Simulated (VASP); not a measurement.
Set up this calculation in VASP 6.6.1, as the native input.

```yaml
Task: relaxation of shape and atoms at fixed volume
Functional: r2SCAN
Potentials_or_basis: VASP PAW PBE potentials, release 64 (Zn, O)
Cutoff: 600 eV
k_mesh: 9 × 9 × 5
Occupations: gaussian, width 0.03 eV
Spin: no spin polarisation
Further_INCAR_settings: ALGO = Normal; EDIFF = 1e-07; IBRION = 2; EDIFFG = -0.01; NSW = 40; ISIF = 4
```

The structure of ZnO (zincite) lies in POSCAR:

```
ZnO                                     
1.0
    3.2834855695      0.0000000000      0.0000000000
   -1.6417427848      2.8435819161      0.0000000000
   -0.0000000000     -0.0000000000      5.2861523499
  Zn              O             
     2     2
Direct
     0.3333333332999970    0.6666666667000030    0.4997042150177862
     0.6666666667000030    0.3333333332999970    0.9997042150177862
     0.6666666667000030    0.3333333332999970    0.3793057849822148
     0.3333333332999970    0.6666666667000030    0.8793057849822148
```

The cell isn't the ideal one: a relaxed cell with its volume scaled by 1.04.

These files were run (other wordings do the same):

INCAR

```
SYSTEM = ZnO
PREC = Accurate
ENCUT = 600
EDIFF = 1E-7
ISMEAR = 0
SIGMA = 0.03
LREAL = .False.
LASPH = .True.
NELM = 80
ALGO = Normal
ISIF = 4
LWAVE = .False.
LCHARG = .False.
METAGGA = R2SCAN
LMIXTAU = .True.
IBRION = 2
NSW = 40
EDIFFG = -0.01
```

KPOINTS

```
regular mesh
0
Gamma
  9 9 5
  0 0 0
```

Potentials or basis: VASP PAW PBE potentials, release 64 (Zn, O).

The run is started by

```sh
$ cat potpaw_PBE.64/Zn/POTCAR potpaw_PBE.64/O/POTCAR > POTCAR
$ mpirun -np 1 vasp_std > vasp.out
```

It gave:

```json
{"Energy gained by relaxing": "0.0 meV/atom", "Ionic steps": "2", "Pressure after relaxing": "-5.3 GPa", "Largest force after relaxing": "0.008 eV/Å", "Band gap on the k mesh": "1.17 eV, direct"}
```

Caveat: the PAW data sets were made with another functional, which shifts forces and pressure a little.

Wall time 7.8 min on 1 thread of Intel(R) Xeon(R) Platinum 8375C CPU @ 2.90GHz (Ice Lake), with other jobs on the host, peak memory 0.23 GiB.
